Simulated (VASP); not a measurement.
Crystal: HfO2.

```xyz
6
Lattice="3.5580 0.0000 0.0000 0.0000 3.5580 0.0000 0.0000 0.0000 5.1719" Properties=species:S:1:pos:R:3 pbc="T T T"
Hf    0.0000    0.0000    0.0000
Hf    1.7790    1.7790    2.5859
O     0.0000    1.7790    1.0199
O     1.7790    0.0000    1.5660
O     1.7790    0.0000    4.1519
O     0.0000    1.7790    3.6059
```

Measurements of this composition are mostly on another form, of space group No. 14.

Base run:

| Item | Value |
| --- | --- |
| Program | VASP 6.6.1 |
| Functional | PBE |
| Potentials or basis | VASP PAW PBE potentials, release 64 (Hf_pv, O) |
| Cutoff | 520 eV |
| k mesh | 8 × 8 × 6 |
| Occupations | gaussian, width 0.02 eV |
| Spin | no spin polarisation |

Its results: band gap on the k mesh 4.76 eV, indirect (least direct gap 4.83 eV); pressure 6.5 GPa.

Task: The run is repeated on the same cell with these changes: functional from PBE to r2SCAN. What comes out?

Result: Band gap on the k mesh 5.29 eV, indirect (least direct gap 5.37 eV); pressure 0.4 GPa.

r2SCAN gives the wider gap, since meta-GGAs in the generalised Kohn-Sham scheme recover part of the derivative discontinuity.

Caveats: spin-orbit coupling is left out, which moves the levels of the heavy elements; the PAW data sets were made with another functional, which shifts forces and pressure a little (some runs).

Not every run made on this cell is shown here.
